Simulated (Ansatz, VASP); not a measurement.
# BN (BN (F-43m)): VASP beside Ansatz

Wanted: the spread between two codes on one cell, functional and k mesh. The cell is taken from a series of runs on this material, whose earlier steps may have relaxed, scaled, displaced or heated it; both programs get it as it stands.

Program: Ansatz 0.2.0. Level of theory: plane waves, with VASP 6.6.1 beside it; relaxation of cell and atoms at r2SCAN. Results are calculated unless marked as measured.

## 1. Set-up

The structure is cubic, space group F-43m (No. 216). Conventional cell: a = 3.606 Å, b = 3.606 Å, c = 3.606 Å, α = 90.00°, β = 90.00°, γ = 90.00°. Nearest to B lie 4 N at 1.56 Å. N has 4 B at 1.56 Å nearest. Farther neighbours and most contacts between anions are not listed.

## 2. Ansatz: relaxation of cell and atoms, r2SCAN

Ansatz runs on its default PAW (the set named soft_2) files.

The relaxed volume is the usual yardstick between codes: in a stiff, nearly cubic crystal its relative difference is about their pressure difference at one cell divided by the bulk modulus.

Contents of input.yaml:

```yaml
crystal:
  lattice:
    - [0.0, 1.8028977, 1.8028977]
    - [1.8028977, 0.0, 1.8028977]
    - [1.8028977, 1.8028977, 0.0]
  atoms:
    - { symbol: B, position: [0.0, 0.0, 0.0] }
    - { symbol: "N", position: [0.25, 0.25, 0.25] }
basis:
  ecutwfc: 500
  xc_grid: 2
hamiltonian:
  xc: r2scan
kpoints:
  mp_grid: { grid: [13, 13, 13] }
scf:
  occupations: { method: fixed }
  max_iter: 100
relax:
  f_tol: 0.005
  max_steps: 60
  cell: {}
output:
  forces: true
  stress: true
checkpoint:
  write: "../cell.run"
  compress: false
  write_wavefunctions: false
  write_every: 100000
```

Started as:

```sh
> ansatz run input.yaml --threads 12 --pin off --max-ram 56524MiB --backend cuda --events-out ev --progress --plain --runs-dir out
```

The program printed:

```text
Engine: ansatz 0.2.0, aarch64-unknown-linux-gnu
[...]
Pseudopotential: B, paw, valence charge 3, recommended cutoff 500 eV (meta_gga), B.paw.azcp
Pseudopotential: N, paw, valence charge 5, recommended cutoff 500 eV (meta_gga), N.paw.azcp
Functional definition: r2SCAN
[...]
Crystal: 2 atoms, lattice volume = 11.720 Å³
Basis set: ecut = 500 eV, 307 PW (Γ), exchange–correlation on 40×40×40 points (8 copies of the dense FFT grid, shifted against one another)
Bands: 8, of which v1, the nominal top of the filled ones, is band 4 counted from 1 (3 counted from 0)
[...]
Space group: F-43m (ITA 216), of the structure as read, at distance tolerance 2.3e-5 Å
k-points: 84 of 2197 (time reversal used)
[...]
Functional: x = r2scan, c = r2scan; τ floored in thin density (d = 2e-4 eV/Å³)
[...]
SCF 4 converged in 5 iterations: F = -544.006783 eV  dr2 = 9.81e-14
relax step   4: F+E_penalty+E_count = -544.00678332 eV  Δ(F+E_penalty+E_count) = -1.694e-5 eV  max|allowed force component| = 1.284e-16 eV/Å  Δτ_max = 0.0000 Å  P = -0.001 GPa  Ω = 11.759 Å³  stress o [...]
basis re-selected at this cell: Δ(F+E_penalty+E_count) = -1.694e-5 eV, ΔP = -0.002 GPa vs the last step (what re-selecting the basis moved, of the pressure what is left beyond the Pulay correction tha [...]
SCF converged after 5 iterations
Free energy (F): -544.006783 eV
[...]
Fermi energy:    11.079256 eV
--- Per-component energies (eV) ---
[...]
--- Forces (eV/Å), atoms counted from 1 ---
[...]
--- Stress (GPa, compression-positive) ---
       -0.001120       0.000000      -0.000000
        0.000000      -0.001120       0.000000
       -0.000000       0.000000      -0.001120
  P = ⅓ Tr σ = -0.0011 GPa (-0.011 kbar)
--- Band table (eV; the first three rows and the last of 84) ---
[...]
--- Relaxed structure (3 steps of the walk, 3 accepted, 1 SCFs on fresh bases) ---
[...]
```

## 3. VASP: relaxation of cell and atoms, r2SCAN

The same cell, functional and mesh now go to VASP, with its own data sets.

Lines of VASP's logs that name or quote its potential files are left out, and so is its time.

Contents of INCAR:

```
SYSTEM = BN
PREC = Accurate
ENCUT = 660
EDIFF = 1E-07
NELM = 120
ISMEAR = 0
SIGMA = 0.01
LREAL = .FALSE.
ALGO = Normal
METAGGA = R2SCAN
LASPH = .TRUE.
NBANDS = 10
LORBIT = 11
LWAVE = .FALSE.
LCHARG = .FALSE.
ISIF = 3
IBRION = 2
NSW = 80
EDIFFG = -0.005
GGA_COMPAT = .FALSE.
NELMIN = 4
EFERMI = MIDGAP
LMIXTAU = .TRUE.
```

Contents of POSCAR:

```
BN
1.0
    0.0000000000      1.8028980000      1.8028980000
    1.8028980000      0.0000000000      1.8028980000
    1.8028980000      1.8028980000      0.0000000000
B N
1 1
Direct
    0.0000000000      0.0000000000      0.0000000000
    0.2500000000      0.2500000000      0.2500000000
```

Contents of KPOINTS:

```
Automatic mesh
0
Gamma
13 13 13
0 0 0
```

Potentials, in the order of the species: B and N (PBE family, release 64).

Started as:

```sh
> mpirun -np 1 vasp_std
```

The program printed:

```text
[banner, memory and clock lines left out]
running    1 mpi-ranks, on    1 nodes
 distrk:  each k-point on    1 cores,    1 groups
 distr:  one band on    1 cores,    1 groups

 POSCAR found type information on POSCAR B N
 POSCAR found :  2 types and       2 ions
|                                                                             |
|               ----> ADVICE to this user running VASP <----                  |
|                                                                             |
|     You enforced a specific xc type in the INCAR file but a different       |
|     [... a line on the potential file left out ...]
|     I HOPE YOU KNOW WHAT YOU ARE DOING!                                     |
|                                                                             |

 LDA part: xc-table for (None), standard interpolation
 POSCAR, INCAR and KPOINTS ok, starting setup
 FFT: planning ... GRIDC
 FFT: planning ... GRID_SOFT
 FFT: planning ... GRID
 WAVECAR not read
 entering main loop
       N       E                     dE             d eps       ncg     rms          rms(c)
DAV:   1     0.167756713262E+02    0.16776E+02   -0.59659E+03  1704   0.990E+02
DAV:   2    -0.216500867227E+02   -0.38426E+02   -0.37226E+02  2026   0.227E+02
DAV:   3    -0.224236065258E+02   -0.77352E+00   -0.77223E+00  2018   0.274E+01
DAV:   4    -0.224248384071E+02   -0.12319E-02   -0.12318E-02  1906   0.119E+00
DAV:   5    -0.224248398478E+02   -0.14408E-05   -0.14408E-05  1966   0.416E-02    0.665E+00
DAV:   6    -0.189131433761E+02    0.35117E+01   -0.16034E+00  1820   0.945E+00    0.402E+00
DAV:   7    -0.194699119295E+02   -0.55677E+00   -0.10572E+00  1682   0.773E+00    0.164E+00
DAV:   8    -0.181183897112E+02    0.13515E+01   -0.89726E-01  1680   0.682E+00    0.180E+00
DAV:   9    -0.191703142260E+02   -0.10519E+01   -0.20943E-01  1742   0.426E+00    0.423E-01
DAV:  10    -0.191758739406E+02   -0.55597E-02   -0.48539E-02  1722   0.175E+00    0.157E-01
DAV:  11    -0.191712149878E+02    0.46590E-02   -0.47543E-03  1704   0.912E-01    0.748E-02
DAV:  12    -0.191744123203E+02   -0.31973E-02   -0.16771E-03  1736   0.424E-01    0.282E-02
DAV:  13    -0.191742390412E+02    0.17328E-03   -0.58173E-05  1950   0.724E-02    0.127E-02
DAV:  14    -0.191742672399E+02   -0.28199E-04   -0.60550E-06  1794   0.278E-02    0.978E-03
DAV:  15    -0.191742814217E+02   -0.14182E-04   -0.30756E-06  1754   0.228E-02    0.236E-03
DAV:  16    -0.191742837902E+02   -0.23685E-05   -0.71946E-07  1894   0.907E-03    0.119E-03
DAV:  17    -0.191742831237E+02    0.66642E-06   -0.13600E-07  1150   0.357E-03    0.819E-04
DAV:  18    -0.191742836361E+02   -0.51235E-06   -0.46786E-08   926   0.281E-03    0.314E-04
DAV:  19    -0.191742835513E+02    0.84737E-07   -0.34297E-09   904   0.606E-04
   1 F= -.19174284E+02 E0= -.19174284E+02  d E =-.191743E+02
 curvature:   0.00 expect dE= 0.000E+00 dE for cont linesearch  0.000E+00
 trial: gam= 0.00000 g(F)=  0.343E-47 g(S)=  0.239E-02 ort = 0.000E+00 (trialstep = 0.100E+01)
 search vector abs. value=  0.239E-02
 bond charge predicted
       N       E                     dE             d eps       ncg     rms          rms(c)
DAV:   1    -0.191764188242E+02   -0.21352E-02   -0.79962E-02  1804   0.246E+00    0.368E-01
DAV:   2    -0.191738952797E+02    0.25235E-02   -0.12272E-02  1934   0.842E-01    0.109E-01
DAV:   3    -0.191741041543E+02   -0.20887E-03   -0.67442E-04  1726   0.266E-01    0.429E-02
DAV:   4    -0.191739849495E+02    0.11920E-03   -0.32169E-04  1688   0.155E-01    0.185E-02
DAV:   5    -0.191741669471E+02   -0.18200E-03   -0.15563E-04  1688   0.118E-01    0.641E-03
DAV:   6    -0.191741614522E+02    0.54949E-05   -0.71377E-06  1824   0.340E-02    0.384E-03
DAV:   7    -0.191741678753E+02   -0.64231E-05   -0.13108E-06  1758   0.129E-02    0.182E-03
DAV:   8    -0.191741681288E+02   -0.25346E-06   -0.48237E-07  1758   0.588E-03    0.353E-04
DAV:   9    -0.191741683593E+02   -0.23056E-06   -0.40692E-08   898   0.185E-03    0.117E-04
DAV:  10    -0.191741681827E+02    0.17662E-06   -0.31775E-09   868   0.827E-04    0.632E-05
DAV:  11    -0.191741682061E+02   -0.23412E-07   -0.24582E-10   870   0.187E-04
   2 F= -.19174168E+02 E0= -.19174168E+02  d E =0.115345E-03
 trial-energy change:    0.000115  1 .order    0.000097   -0.002387    0.002581
 step:   0.4749(harm=  0.4805)  dis= 0.00000  next Energy=   -19.174848 (dE=-0.565E-03)
 bond charge predicted
       N       E                     dE             d eps       ncg     rms          rms(c)
DAV:   1    -0.191754708458E+02   -0.13027E-02   -0.22102E-02  1804   0.130E+00    0.193E-01
DAV:   2    -0.191747862940E+02    0.68455E-03   -0.33380E-03  1930   0.442E-01    0.577E-02
DAV:   3    -0.191748200533E+02   -0.33759E-04   -0.18572E-04  1724   0.140E-01    0.225E-02
DAV:   4    -0.191748087832E+02    0.11270E-04   -0.86768E-05  1690   0.805E-02    0.971E-03
DAV:   5    -0.191748404238E+02   -0.31641E-04   -0.42664E-05  1684   0.617E-02    0.343E-03
DAV:   6    -0.191748480583E+02   -0.76345E-05   -0.21450E-06  1818   0.182E-02    0.204E-03
DAV:   7    -0.191748460995E+02    0.19587E-05   -0.35200E-07  1748   0.667E-03    0.999E-04
DAV:   8    -0.191748465099E+02   -0.41039E-06   -0.14283E-07  1082   0.320E-03    0.187E-04
DAV:   9    -0.191748464014E+02    0.10850E-06   -0.11950E-08   858   0.105E-03    0.532E-05
DAV:  10    -0.191748464921E+02   -0.90699E-07   -0.66775E-10   854   0.363E-04
   3 F= -.19174846E+02 E0= -.19174846E+02  d E =-.562941E-03
 curvature:  -0.24 expect dE=-0.894E-08 dE for cont linesearch -0.894E-08
 trial: gam=-0.00393 g(F)=  0.629E-47 g(S)=  0.372E-07 ort = 0.942E-05 (trialstep = 0.895E+00)
 search vector abs. value=  0.101E-09
 reached required accuracy - stopping structural energy minimisation
```

Parts of OUTCAR (step 3):

```text
ion  position               nearest neighbor table
   1  0.000  0.000  0.000-   2 1.56   2 1.56   2 1.56   2 1.56
   2  0.250  0.250  0.250-   1 1.56   1 1.56   1 1.56   1 1.56

  LATTYP: Found a face centered cubic cell.
 ALAT       =     3.6057960000

 Subroutine GETGRP returns: Found 24 space group operations
 (whereof 24 operations were pure point group operations)

The static configuration has the point symmetry T_d .

 Found     84 irreducible k-points:

   k-points           NKPTS =     84   k-points in BZ     NKDIM =     84   number of bands    NBANDS=     10

   dimension x,y,z NGX =    24 NGY =   24 NGZ =   24
   dimension x,y,z NGXF=    48 NGYF=   48 NGZF=   48

   ENCUT  =  660.0 eV  48.51 Ry    6.96 a.u.   5.34  5.34  5.34*2*pi/ulx,y,z

   NELECT =       8.0000    total number of electrons

 k-points in reciprocal lattice and weights: Automatic mesh
   0.00000000  0.00000000  0.00000000       0.000
   0.07692308  0.00000000  0.00000000       0.004
   0.15384615  0.00000000  0.00000000       0.004
   0.23076923  0.00000000  0.00000000       0.004
   0.30769231  0.00000000  0.00000000       0.004
   0.38461538  0.00000000  0.00000000       0.004
   0.46153846  0.00000000  0.00000000       0.004
   0.07692308  0.07692308  0.00000000       0.003
   0.15384615  0.07692308  0.00000000       0.011
[...]
-0.30769231  0.46153846  0.15384615       0.011
  -0.30769231  0.46153846  0.23076923       0.011

 average (electrostatic) potential at core
       1 -25.9498       2 -63.2585

 E-fermi :   9.7870

 k-point     1 :       0.0000    0.0000    0.0000
  band No.  band energies     occupation
      1     -14.0483      2.00000
      2       7.2590      2.00000
      3       7.2590      2.00000
      4       7.2590      2.00000
      5      16.7921      0.00000
      6      16.7921      0.00000
      7      16.7921      0.00000
      8      18.3468      0.00000
      9      33.4203      0.00000
    ...

 k-point     2 :       0.0769    0.0000    0.0000
  band No.  band energies     occupation
      1     -13.8990      2.00000
      2       6.4367      2.00000
      3       7.0988      2.00000
      4       7.0988      2.00000
      5      16.9906      0.00000
      6      17.0399      0.00000
      7      17.0399      0.00000
      8      18.8525      0.00000
      9      33.2493      0.00000
    ...

 k-point     3 :       0.1538    0.0000    0.0000
  band No.  band energies     occupation
      1     -13.4563      2.00000
      2       4.4882      2.00000
      3       6.6966      2.00000
      4       6.6966      2.00000
      5      17.2826      0.00000
      6      17.6382      0.00000
      7      17.6382      0.00000
      8      20.1237      0.00000
      9      32.4718      0.00000
    ...

  Total        0.0007170      0.0007170      0.0007170      0.0000000      0.0000000      0.0000000
  in kB        0.0974027      0.0974027      0.0974027      0.0000000      0.0000000      0.0000000
  external PRESSURE =       0.0974027 kB  Pullay stress =       0.0000000 kB

  energy-cutoff  :      660.00
  volume of cell :       11.79
      direct lattice vectors                 reciprocal lattice vectors
    -0.000000000  1.806649006  1.806649006    -0.276755473  0.276755473  0.276755473
     1.806649006  0.000000000  1.806649006     0.276755473 -0.276755473  0.276755473
     1.806649006  1.806649006  0.000000000     0.276755473  0.276755473 -0.276755473

 POSITION                                       TOTAL-FORCE (eV/Angst)
 -----------------------------------------------------------------------------------
      0.00000      0.00000      0.00000         0.000000      0.000000      0.000000
      0.90332      0.90332      0.90332        -0.000000     -0.000000     -0.000000
 -----------------------------------------------------------------------------------
    total drift:                                0.000000      0.000000      0.000000

  FREE ENERGIE OF THE ION-ELECTRON SYSTEM (eV)
  ---------------------------------------------------
  free  energy   TOTEN  =       -19.1748464921 eV

  energy  without entropy=      -19.1748464921  energy(sigma->0) =      -19.17484649

 reached required accuracy - stopping structural energy minimisation

 total charge
# of ion       s       p       d       tot
------------------------------------------
    1        0.681   1.339   0.000   2.020
    2        1.225   2.787   0.000   4.011
--------------------------------------------------
tot          1.906   4.126   0.000   6.032

[... 3 further parts left out ...]
```

## 4. Differences

Known differences besides the potentials themselves: VASP keeps PBE cores, Ansatz makes them for the functional; fixed occupations in Ansatz, narrow Gaussian smearing in VASP; the cutoff is 500 eV in Ansatz and 660 eV in VASP; Ansatz adds a Pulay correction to the stress that steers its cell, VASP none. Total energies have different zeros and are not compared.

Both answers:

```csv
quantity,Ansatz,VASP,difference
volume (Å³),11.76,11.79,-0.29 %
"edge a after relaxation, in the typed setting (Å)",2.553,2.555,-0.10 %
```

## 5. Summary of results

```
difference in volume (relaxation of cell and atoms, r2SCAN) : -0.29 %
```

In words: The difference in volume is -0.29 % (relaxation of cell and atoms, r2SCAN), within the 1.2 % picked in this series as the mark of a large difference, as far as the stopping tolerances let one tell. Such differences can come from data sets, numerical settings and the points named under the comparisons, not from the functional's error against experiment.

[Lines on the potential files, build, host, timing and source positions are cut from VASP's logs without a mark.]

[Logs are printed without paths, hosts, clocks, repeated set-up lines and the standing remarks that a program may print on its own settings, such as how far it seeks lower states.]

[Hosts, paths, dates, database ids (printed as entryN), source tags and the programs' standing remarks are cut or masked in the printed files.]
